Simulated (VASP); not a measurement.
Consider the following.

```yaml
crystal:
  lattice:
    - [0.00000, 3.00632, 3.00632]
    - [3.00632, 0.00000, 3.00632]
    - [3.00632, 3.00632, 0.00000]
  atoms:
    - { symbol: Zn, position: [0.00000, 0.00000, 0.00000] }
    - { symbol: Te, position: [0.25000, 0.25000, 0.25000] }
```

These are rev-vdW-DF2, VASP's PBE PAW potentials (set 64) (plane waves; VASP) values and carry that method's errors. Run with 520 eV cut-off, 8×8×8 Γ-centred mesh, Gaussian smearing of 0.050 eV, potentials Zn Te.

Task: Give the stress tensor in GPa (positive for a compressed cell).

Result: 
```
3.29  0.00  0.00
0.00  3.29  0.00
0.00  0.00  3.29
```
The pressure is its mean diagonal, 3.29 GPa.

The compound is ZnTe in the zinc blende structure. This cell is one point of a volume scan, at 0.94 of the reference volume.
